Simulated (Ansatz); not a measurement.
# Ru (Ruthenium): how the settings move a single-point run

Aim: see which settings change the result for Ru (Ruthenium), by how much, and at what cost.

Method: reference: DFT, PBEsol, PAW with Ansatz's default frozen-core files, scalar-relativistic, in Ansatz 0.2.0.

## 1. Starting point

Symmetry: P6_3/mmc, No. 194, hexagonal system. The conventional cell has a = 2.706 Å, b = 2.706 Å, c = 4.282 Å, α = 90.00°, β = 90.00°, γ = 120.00°. Ru (site symmetry -6m2) is surrounded by 12 Ru at 2.65 to 2.71 Å.

Coordinates:

```cif
data_structure
_symmetry_space_group_name_H-M 'P6_3/mmc'
_symmetry_Int_Tables_number 194
_cell_length_a 2.7058
_cell_length_b 2.7058
_cell_length_c 4.2819
_cell_angle_alpha 90.000
_cell_angle_beta 90.000
_cell_angle_gamma 120.000
_cell_volume 27.15
loop_
_atom_site_label
_atom_site_type_symbol
_atom_site_symmetry_multiplicity
_atom_site_Wyckoff_symbol
_atom_site_fract_x
_atom_site_fract_y
_atom_site_fract_z
_atom_site_occupancy
Ru1 Ru 2 c 0.33333 0.66667 0.25000 1
```

## 2. Reference

Contents of input.yaml:

```yaml
crystal:
  lattice:
    - [2.7058, 0.0, 0.0]
    - [-1.3529, 2.3432915376, 0.0]
    - [0.0, 0.0, 4.2819]
  atoms:
    - { symbol: Ru, position: [0.3333333333, 0.6666666667, 0.25], spin: 1.5 }
    - { symbol: Ru, position: [0.6666666667, 0.3333333333, 0.75], spin: 1.5 }
magnetization:
  spin_polarized: true
kpoints:
  mp_grid: { grid: [12, 12, 7] }
scf:
  occupations: { method: fermi_dirac, width: 0.1 }
  lower_state_search: "off"
hamiltonian:
  xc: pbesol
  pseudopotentials: { kind: paw }
output:
  forces: true
  stress: true
  eigenvalues: true
  populations: true
  dos: { projected: true, de: 0.1, e_range: [-8, 5] }
  write_density: true
  write_potential: true
  elf: true
  volumetric_format: npy
```

Started as:

```sh
> ansatz run input.yaml --threads 1 --pin off --max-ram 3072MiB --backend cpu --events-out ev --progress --plain --runs-dir out
```

From the output:

```text
[...]
Basis set: ecut = 420 eV, 537 PW (Γ), exchange–correlation on 40×40×60 points (8 copies of the dense FFT grid, shifted against one another)
[...]
Magnetic group: BNS 194.263 (UNI 1493), of the structure as read, at distance tolerance 3.0e-5 Å
k-points: 76 of 1008
[...]
SCF iter   1: F=—  HF=-11633.967990 eV  |F-HF|=—  |Δ(HF+E_count)|=         —  Δρ=1.38e-1 (↑1.38e-1 ↓5.19e-2)  dr2=4.53e0  dr2_m=1.62e0  M=0.655 μB ∫|m|=0.666 μB  β_m=0.30  ethr=3.10e-3  ⟨swp⟩=5.0  Hψ=13296  notcnv=0
preconditioner: auto → none  [metal: Δε(μ)=0.004 eV  Ē_g=9.275 eV  σ=0.100 eV  W_gap=0.01  n_scr=8 (ndim 8)  ℏωp=28.5 eV  f_vac=0.000  D(μ)=1.59/eV (n_scr^D=22)  sad-step TF]
SCF iter   2: F=—  HF=-11633.340537 eV  |F-HF|=—  |Δ(HF+E_count)|=   6.27e-1  Δρ=9.70e-2 (↑9.70e-2 ↓4.12e-2)  dr2=1.96e0  dr2_m=9.16e-1  M=0.520 μB ∫|m|=0.535 μB  β_m=0.30  ethr=3.10e-3  ⟨swp⟩=2.7  Hψ=6414  notcnv=0
[...]
SCF iter  13: F=-11633.031554 eV  HF=-11633.031554 eV  |F-HF|=9.28e-10  |Δ(HF+E_count)|=   3.34e-8  Δρ=4.89e-6 (↑2.55e-6 ↓4.89e-6)  dr2=5.56e-9  dr2_m=2.34e-9  M=0.000 μB ∫|m|=0.000 μB  β_m=0.82  ethr=3.13e-10  ⟨swp⟩=7.9  Hψ=19948  notcnv=0
SCF iter  14: F=-11633.031554 eV  HF=-11633.031554 eV  |F-HF|=5.46e-12  |Δ(HF+E_count)|=   2.68e-9  Δρ=3.92e-7 (↑1.85e-7 ↓3.92e-7)  dr2=3.55e-11  dr2_m=1.44e-11  M=-0.000 μB ∫|m|=0.000 μB  ethr=1.74e-11  ⟨swp⟩=4.1  Hψ=16781  notcnv=0
[...]
SCF converged after 14 iterations
Magnetization: -0.0000 μB (16.0000 up, 16.0000 down)
[...]
Free energy (F): -11633.031554 eV
[...]
E sigma→0 (E₀):  -11633.006781 eV
[...]
Fermi energy:    23.403840 eV
[...]
  P = ⅓ Tr σ = -6.2156 GPa (-62.156 kbar)
[...]
```

Run time: 7.1 s. Hardware: 1 thread of Arm Neoverse V2, shared host; peak memory 0.32 GiB.

## 3. Changing settings: starting moments, dispersion d3bjatm

Contents of input.yaml:

```yaml
crystal:
  lattice:
    - [2.7058, 0.0, 0.0]
    - [-1.3529, 2.3432915376, 0.0]
    - [0.0, 0.0, 4.2819]
  atoms:
    - { symbol: Ru, position: [0.3333333333, 0.6666666667, 0.25], spin: 1.0 }
    - { symbol: Ru, position: [0.6666666667, 0.3333333333, 0.75], spin: 0.5 }
magnetization:
  spin_polarized: true
kpoints:
  mp_grid: { grid: [12, 12, 7] }
scf:
  occupations: { method: fermi_dirac, width: 0.1 }
  lower_state_search: "off"
hamiltonian:
  xc: pbesol
  pseudopotentials: { kind: paw }
  dispersion: d3bjatm
output:
  forces: true
  stress: true
  eigenvalues: true
```

Started as:

```sh
> ansatz run input.yaml --threads 1 --pin off --max-ram 3072MiB --backend cpu --events-out ev --progress --plain --runs-dir out
```

The program printed:

```text
Engine: ansatz 0.2.0
Pseudopotentials: kind: paw
Pseudopotential: Ru, paw, valence charge 16, recommended cutoff 420 eV (normal)
Functional definition: PBEsol
  exchange = pbesol_x
  correlation = pbesol_c
Crystal: 2 atoms, lattice volume = 27.149 Å³
Basis set: ecut = 420 eV, 537 PW (Γ), exchange–correlation on 40×40×60 points (8 copies of the dense FFT grid, shifted against one another)
Bands: 21, of which v1, the nominal top of the filled ones, is band 16 counted from 1 (15 counted from 0)
Symmetry: 12 space group operations
Space group: P-6m2 (ITA 187), of the structure as read, at distance tolerance 3.0e-5 Å
Magnetic group: BNS 187.209 (UNI 1439), of the structure as read, at distance tolerance 3.0e-5 Å
k-points: 76 of 1008 (time reversal used)
Non-local potential: Ru, projectors of the file, l = 0: 3, l = 1: 2, l = 2: 2, l = 3: 1
PAW form: soft (Blöchl's): semilocal exchange-correlation on the pseudo side does not see the compensation charge
PAW frozen core: Ru, regenerated for the run's functional, and the local potential with it (the file was generated under x = pbe(κ = 0.804, μ = 0.2195149727645171), c = pbe(β = 0.06672455060314922))
PAW one-centre angular grid: Ru, 590 points (default); XC on 64 Gauss nodes
Initial density: superposition of atomic densities (chi_scale 0.1, normalization cell)
Starting moments: Σ|m| = 1.5 μB on 2 of 2 sites
Initial wavefunctions: pseudopotential atomic-orbital guess
Functional: x = pbesol(κ = 0.804, μ = 0.12345679012345678), c = pbesol(β = 0.046)
SCF iter   1: F=—  HF=-11635.431826 eV  |F-HF|=—  |Δ(HF+E_count)|=         —  Δρ=1.02e-1 (↑1.02e-1 ↓4.49e-2)  dr2=4.59e0  dr2_m=4.51e-1  M=0.311 μB ∫|m|=0.318 μB  β_m=0.30  ethr=3.10e-3  ⟨swp⟩=5.1  Hψ=12688  notcnv=0
preconditioner: auto → none  [metal: Δε(μ)=0.018 eV  Ē_g=7.912 eV  σ=0.100 eV  W_gap=0.05  n_scr=8 (ndim 8)  ℏωp=28.5 eV  f_vac=0.000  D(μ)=1.37/eV (n_scr^D=10)  sad-step TF]
SCF iter   2: F=—  HF=-11634.621128 eV  |F-HF|=—  |Δ(HF+E_count)|=   8.11e-1  Δρ=6.95e-2 (↑6.95e-2 ↓3.08e-2)  dr2=1.96e0  dr2_m=2.52e-1  M=0.250 μB ∫|m|=0.259 μB  β_m=0.30  ethr=3.10e-3  ⟨swp⟩=2.8  Hψ=6320  notcnv=0
SCF iter   3: F=—  HF=-11633.992565 eV  |F-HF|=—  |Δ(HF+E_count)|=   6.29e-1  Δρ=2.74e-2 (↑2.23e-2 ↓2.74e-2)  dr2=2.97e-2  dr2_m=1.35e-1  M=0.212 μB ∫|m|=0.225 μB  β_m=0.30  ethr=3.10e-3  ⟨swp⟩=2.1  Hψ=5912  notcnv=0
SCF iter   4: F=—  HF=-11634.032572 eV  |F-HF|=—  |Δ(HF+E_count)|=   4.00e-2  Δρ=1.95e-2 (↑1.73e-2 ↓1.95e-2)  dr2=8.59e-3  dr2_m=8.10e-2  M=0.166 μB ∫|m|=0.179 μB  β_m=0.30  ethr=9.30e-5  ⟨swp⟩=2.0  Hψ=4823  notcnv=0
SCF iter   5: F=—  HF=-11634.055324 eV  |F-HF|=—  |Δ(HF+E_count)|=   2.28e-2  Δρ=1.59e-2 (↑1.59e-2 ↓1.37e-2)  dr2=5.24e-2  dr2_m=4.93e-2  M=0.129 μB ∫|m|=0.141 μB  β_m=0.30  ethr=2.69e-5  ⟨swp⟩=2.8  Hψ=5626  notcnv=0
SCF iter   6: F=—  HF=-11634.059693 eV  |F-HF|=—  |Δ(HF+E_count)|=   4.37e-3  Δρ=1.10e-2 (↑1.09e-2 ↓1.10e-2)  dr2=1.45e-5  dr2_m=2.96e-2  M=0.102 μB ∫|m|=0.113 μB  β_m=0.30  ethr=2.69e-5  ⟨swp⟩=2.0  Hψ=3793  notcnv=0
SCF iter   7: F=—  HF=-11634.064473 eV  |F-HF|=—  |Δ(HF+E_count)|=   4.78e-3  Δρ=8.54e-3 (↑8.48e-3 ↓8.54e-3)  dr2=6.89e-6  dr2_m=1.80e-2  M=0.080 μB ∫|m|=0.090 μB  β_m=0.30  ethr=4.53e-8  ⟨swp⟩=2.1  Hψ=5860  notcnv=0
Mixer restart at iter 7: flushing history
spin-set hold released at iteration 7 (site moments contracting): the magnetisation degrees of freedom join the quasi-Newton model from the next iteration; the mixer history was flushed
SCF iter   8: F=—  HF=-11634.067349 eV  |F-HF|=—  |Δ(HF+E_count)|=   2.88e-3  Δρ=6.70e-3 (↑6.61e-3 ↓6.70e-3)  dr2=5.61e-6  dr2_m=1.10e-2  M=0.063 μB ∫|m|=0.072 μB  β_m=0.61  ethr=2.15e-8  ⟨swp⟩=2.1  Hψ=5783  notcnv=0
SCF iter   9: F=—  HF=-11634.072162 eV  |F-HF|=—  |Δ(HF+E_count)|=   4.81e-3  Δρ=1.40e-3 (↑1.40e-3 ↓6.72e-4)  dr2=2.01e-3  dr2_m=1.02e-4  M=0.006 μB ∫|m|=0.011 μB  β_m=0.45  ethr=1.75e-8  ⟨swp⟩=3.0  Hψ=7671  notcnv=0
SCF iter  10: F=—  HF=-11634.072051 eV  |F-HF|=—  |Δ(HF+E_count)|=   1.12e-4  Δρ=6.47e-4 (↑2.79e-4 ↓6.47e-4)  dr2=2.34e-4  dr2_m=3.83e-5  M=0.001 μB ∫|m|=0.009 μB  β_m=0.51  ethr=1.75e-8  ⟨swp⟩=3.0  Hψ=6289  notcnv=0
SCF iter  11: F=—  HF=-11634.072065 eV  |F-HF|=—  |Δ(HF+E_count)|=   1.42e-5  Δρ=3.14e-4 (↑1.98e-4 ↓3.14e-4)  dr2=1.51e-5  dr2_m=1.56e-5  M=0.001 μB ∫|m|=0.006 μB  β_m=0.75  ethr=1.75e-8  ⟨swp⟩=2.0  Hψ=5671  notcnv=0
SCF iter  12: F=—  HF=-11634.072083 eV  |F-HF|=—  |Δ(HF+E_count)|=   1.80e-5  Δρ=5.24e-5 (↑4.04e-5 ↓5.24e-5)  dr2=1.32e-7  dr2_m=5.21e-7  M=-0.000 μB ∫|m|=0.001 μB  β_m=0.88  ethr=1.75e-8  ⟨swp⟩=2.0  Hψ=5649  notcnv=0
SCF iter  13: F=—  HF=-11634.072083 eV  |F-HF|=—  |Δ(HF+E_count)|=   3.80e-7  Δρ=1.69e-5 (↑1.69e-5 ↓1.24e-5)  dr2=1.22e-7  dr2_m=1.59e-8  M=-0.000 μB ∫|m|=0.000 μB  β_m=0.76  ethr=3.13e-10  ⟨swp⟩=5.1  Hψ=13944  notcnv=0
iter 14 did not close the SCF: its close was put off for a magnetic moment that had not settled (scf_convergence_deferred on its scf_iter line)
SCF iter  14: F=-11634.072083 eV  HF=-11634.072083 eV  |F-HF|=6.09e-9  |Δ(HF+E_count)|=   2.92e-8  Δρ=4.53e-6 (↑1.96e-6 ↓4.53e-6)  dr2=8.62e-9  dr2_m=9.85e-10  M=-0.000 μB ∫|m|=0.000 μB  β_m=0.66  ethr=3.13e-10  ⟨swp⟩=2.0  Hψ=11357  notcnv=0
iter 15 did not close the SCF: its close was put off for a magnetic moment that had not settled (scf_convergence_deferred on its scf_iter line)
SCF iter  15: F=-11634.072083 eV  HF=-11634.072083 eV  |F-HF|=1.56e-10  |Δ(HF+E_count)|=   1.58e-9  Δρ=1.12e-6 (↑1.12e-6 ↓7.48e-7)  dr2=1.30e-10  dr2_m=1.77e-10  M=-0.000 μB ∫|m|=0.000 μB  β_m=0.65  ethr=2.69e-11  ⟨swp⟩=1.4  Hψ=9706  notcnv=0
SCF iter  16: F=-11634.072083 eV  HF=-11634.072083 eV  |F-HF|=3.64e-11  |Δ(HF+E_count)|=  2.40e-10  Δρ=3.38e-7 (↑3.01e-7 ↓3.38e-7)  dr2=4.33e-12  dr2_m=2.46e-11  M=0.000 μB ∫|m|=0.000 μB  ethr=1.00e-12  ⟨swp⟩=1.0  Hψ=8869  notcnv=0
WARN: the starting moments were not kept: the SCF closed with an absolute magnetisation of 4.3e-6 μB, where they sum to 1.5 μB in size (2 sites). That is at most 0.1 of that sum. Measured as dr2_m measures the in/out step, that magnetisation stands 2.6e-12 eV from none, at or under the dr2_threshold of 1.0e-7 eV: it is no larger than a step whose dr2_m would equal this threshold. The system may hold no moment; this SCF shows only that its start led to no more than that. To try another start: raise the starting moments (crystal.atoms[].spin, magnetization.per_species, magnetization.initial_magnetization, or on a non-collinear deck that types none of these the spinor_matrix: blocks that start its atoms; where the total moment is fixed, keep their sum and leave initial_magnetization as it is; typed ones take the place of any that the run laid by itself, positive ones on a crystal's lanthanoids without a Hubbard term where scf.initial_density.shell_occupations: [] is typed) or, if the notice of its spin-set hold's release reads "site moments contracting" or "site moments show no strong build", lengthen the hold (scf.mixing.spin_hold: { on: { confirm: 4 } }; for m-r²SCAN on two components see the key's manual first). Each may lead to a state that holds a moment. A second SCF, from the converged charge density, with the starting moments and any scf.initial_density.shell_occupations laid on it anew, would have followed, and was not run: the deck does not ask for one (magnetization.retry_lost_moments is false, the default). To let it run, set magnetization.retry_lost_moments: true and run the deck again, where that key's refused combinations let it; where memory then withholds it, that run's warning says so.
SCF 1 converged in 16 iterations: F = -11634.072083 eV  dr2 = 4.33e-12
SCF converged after 16 iterations
Magnetization: 0.0000 μB (16.0000 up, 16.0000 down)
Absolute magnetization: 0.0000 μB (∫|ρ↑−ρ↓|, with the PAW one-centre terms)
Spin contamination: 0.0000 ħ² per cell (⟨S²⟩ above its minimum at these occupations)
Per-site moments (μB) at R_I (Å): [(-5.568155204207575e-7, 1.093250931010061), (-7.736801946682963e-7, 1.093250931010061)]
Free energy (F): -11634.072083 eV
Harris-Foulkes:  -11634.072083 eV  (|F-HF|=3.64e-11)
Internal energy: -11634.022538 eV  (E = F + TS)
E sigma→0 (E₀):  -11634.047310 eV
Entropy (-TS):   -0.049546 eV (-24.773 meV/atom)
Fermi energy:    23.403844 eV
--- Per-component energies (eV) ---
  E_band       = -110.063182
  E_kinetic    = 1027.796538
  E_local      = -2515.581951  (includes V_loc(G=0)·N_el)
  E_nonlocal   = 689.190429
  E_hartree    = 805.250082
  E_xc         = -379.021647
  E_vxc        = -477.461758  (∫ρ·V_xc dr)
  E_paw        = -6798.666362  (= ΣΔE_a)
  E_vpaw       = -444.506273  (= ΣTr[D̂ρ^β])
  E_aug_tail   = -0.000419  (compensation charges beyond the density's cutoff)
  E_ewald      = -4462.455271
  E_disp       = -1.040529  (pairwise vdW)
  E_core_change = 0.506592  (= ΣΔE_core)
  E_smearing   = -0.049546  (= −TS)
  E_closure    = -0.000000  (closes the sum)
  Σ components = -11634.072083   (vs F -11634.072083, Δ=0.00e0)
--- Forces (eV/Å), atoms counted from 1 ---
  atom   1  Ru    -0.00000000    -0.00000000     0.00000000
  atom   2  Ru     0.00000000     0.00000000    -0.00000000
  max |Σ_I F_I| component: 9.25e-18 eV/Å
--- Stress (GPa, compression-positive) ---
      -11.395561       0.000000      -0.000000
        0.000000     -11.395561      -0.000000
       -0.000000      -0.000000     -11.840708
  P = ⅓ Tr σ = -11.5439 GPa (-115.439 kbar)
--- Band table (eV; the first three rows and the last of 152) ---
  k-point 0 ↑: bands = ["-49.6849", "-49.4782", "-20.1927", "-19.2568", "-19.2568", "-19.0855", "-19.0855", "-19.0382", "15.3202", "17.1388", "20.7693", "20.7693", "20.9504", "21.4555", "21.4555", "21.9910", "21.9910", "24.5779", "24.5779", "24.6159", "33.6463"]
  k-point 1 ↑: bands = ["-49.6748", "-49.4886", "-20.1381", "-19.2484", "-19.2484", "-19.0982", "-19.0940", "-19.0940", "15.5476", "17.2123", "20.6479", "20.6479", "20.8383", "21.3237", "21.3237", "22.2919", "22.2919", "23.8881", "24.5867", "24.5867", "34.6099"]
  k-point 2 ↑: bands = ["-49.6465", "-49.5176", "-19.9837", "-19.2645", "-19.2248", "-19.2248", "-19.1180", "-19.1180", "16.1720", "17.3774", "20.5108", "20.5108", "20.5838", "21.0225", "21.0225", "22.3843", "22.9306", "22.9306", "24.5087", "24.5087", "36.7755"]
  k-point 75 ↓: bands = ["-49.4615", "-49.4615", "-19.9454", "-19.9454", "-19.7321", "-19.6503", "-19.2476", "-19.2476", "18.6794", "18.6794", "18.9722", "19.4432", "20.6353", "20.6353", "22.0781", "22.4319", "24.6127", "24.6127", "31.6885", "31.6885", "33.4540"]
```

It took 13 s on 1 thread of Arm Neoverse V2, shared host; peak memory 0.34 GiB.

The energy moves by -520.3 meV/atom, nearly all of it the dispersion term itself (-520.3 meV/atom); that offset belongs to the model and is no gain or loss of stability; the pressure goes from -6.2 to -11.5 GPa.

## 4. All runs together

| run | ending | energy change | pressure (GPa) | gap (eV) | force (eV/Å) | cycles | time |
| --- | --- | --- | --- | --- | --- | --- | --- |
| reference | converged | 0 | -6.2 | 0.00 | 0.00 | 14 | 7.1 s |
| 1: starting moments, dispersion d3bjatm | converged | -520.3 meV/atom (offset of the dispersion model) | -11.5 | 0.00 | 0.00 | 16 | 13 s |

Times don't compare one to one where runs were asked for different outputs or read a saved state (see the inputs); cycles may leave out searches for a lower state.

Residual by cycle in the longest SCF loop of each run; runs are numbered as in the table. The quantity is the density residual dr2, in eV.

| cycle | reference | run 1 |
| --- | --- | --- |
| 1 | 4.53 | 4.59 |
| 2 | 1.96 | 1.96 |
| 4 | 0.00613 | 0.00859 |
| 5 | 2.8e-5 | 0.0524 |
| 6 | 8.0e-6 | 1.5e-5 |
| 8 | 2.9e-7 | 5.6e-6 |
| 9 | 1.4e-5 | 0.00201 |
| 11 | 7.7e-6 | 1.5e-5 |
| 12 | 3.9e-7 | 1.3e-7 |
| 13 | 5.6e-9 | 1.2e-7 |
| 15 | - | 1.3e-10 |
| 16 | - | 4.3e-12 |

What this shows: The energy moves by -520.3 meV/atom, nearly all of it the dispersion term itself (-520.3 meV/atom); that offset belongs to the model and is no gain or loss of stability; the pressure goes from -6.2 to -11.5 GPa.
